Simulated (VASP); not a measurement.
AlFe under changes of volume

One of the cells (12.568 Å³/atom); the others are scaled copies at fixed shape and fractional positions:

```xyz
2
Lattice="2.9293 0.0000 0.0000 0.0000 2.9293 0.0000 0.0000 0.0000 2.9293" Properties=species:S:1:pos:R:3 pbc="T T T"
Fe    1.4646    1.4646    1.4646
Al    0.0000    0.0000    0.0000
```

| Property | Result |
| --- | --- |
| Program | VASP 6.6.1 |
| Functional | PBE |
| Potentials or basis | VASP PAW PBE potentials, release 64 (Fe, Al) |
| Cutoff | 520 eV |
| k mesh | 9 × 9 × 9 |
| Occupations | fermi-dirac, width 0.05 eV |
| Spin | collinear spin, ferromagnetic start |
| Starting moments | [3.0, 0.0] μB |

| volume (Å³/atom) | energy over the lowest point (meV/atom) | pressure (GPa) | moment (μB per cell) |
| --- | --- | --- | --- |
| 11.582 | ? | ? | ? |
| 11.828 | 0.00 | 0.5 | 0.62 |
| 12.075 | 2.10 | -3.0 | 0.64 |
| 12.568 | 21.17 | -9.0 | 0.67 |
| 12.814 | 37.13 | -11.5 | 0.68 |
| 13.060 | 56.78 | -13.7 | 0.70 |

Problem. What does the run at 11.582 Å³/atom give?

Solution. Energy over the lowest point 3.63 meV/atom; pressure 4.4 GPa; moment 0.60 μB per cell.

Worked out: A Birch-Murnaghan fit of order 3 (a polynomial in V^(-2/3)) to the other rows has its minimum at 11.86 Å³/atom with B0 = V·E''(V) = 176 GPa and B' = 4.2. It gives 3.62 meV/atom at 11.582 Å³/atom, against the run's 3.63, and -dE/dV = 4.3 GPa, against 4.4. A straight line through the other rows of the moment, of slope 0.0623 μB per Å³/atom, extrapolates to 0.61 μB, against the run's 0.60.

Energies are extrapolated to zero smearing.
